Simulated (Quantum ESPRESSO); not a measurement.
Write the native input for Quantum ESPRESSO 7.5 that does the following.

```yaml
Task: single point
Functional: PBE
Potentials_or_basis: SSSP 1.3 efficiency PBE
Cutoff: 748 eV
Density_cutoff: 5987 eV
k_mesh: 11 × 11 × 6
Occupations: fermi-dirac, width 0.05 eV
Spin: no spin polarisation
Mixing_beta: 0.5
Most_SCF_iterations: 120
SCF_threshold: 4e-10 Ry
```

Ir:

```
CELL_PARAMETERS angstrom
2.75138 0.00000 0.00000
-1.37569 2.38276 0.00000
0.00000 0.00000 4.46229
ATOMIC_POSITIONS crystal
Ir 0.34445 0.66132 0.25713
Ir 0.64903 0.34504 0.74650
```

This isn't the form of Ir at room conditions, which is fcc.

The cell isn't the ideal one: atoms moved at random, drawn with an rms of 0.05 Å.

One way to write it, as run:

pw.in

```
&CONTROL
  calculation = 'scf'
  prefix = 'pwscf'
  outdir = './tmp'
  pseudo_dir = './pseudo'
  tprnfor = .true.
  tstress = .true.
  disk_io = 'nowf'
/
&SYSTEM
  ibrav = 0
  nat = 2
  ntyp = 1
  ecutwfc = 55
  ecutrho = 440
  nbnd = 22
  occupations = 'smearing'
  smearing = 'fd'
  degauss = 0.00367493
/
&ELECTRONS
  conv_thr = 4d-10
  electron_maxstep = 120
  mixing_beta = 0.5
/
ATOMIC_SPECIES
Ir   192.2170 Ir_pbe_v1.2.uspp.F.UPF
CELL_PARAMETERS angstrom
   2.7513778946    0.0000000000    0.0000000000
  -1.3756889473    2.3827631521    0.0000000000
   0.0000000000    0.0000000000    4.4622900000
ATOMIC_POSITIONS crystal
Ir     0.3444510000    0.6613210000    0.2571310000
Ir     0.6490330000    0.3450400000    0.7464990000
K_POINTS automatic
11 11 6 0 0 0
```

Potentials or basis: SSSP 1.3 efficiency PBE.

Launch:

```bash
$ OMP_NUM_THREADS=1 pw.x -in pw.in > pw.out
```

It gave:

```
Pressure               : -1.2 GPa
Largest force          : 0.786 eV/Å
Band gap on the k mesh : none (metal or under the smearing width)
```

It took 3.8 min on 1 thread of Arm Neoverse N1 (shared host), peak memory 0.32 GiB.
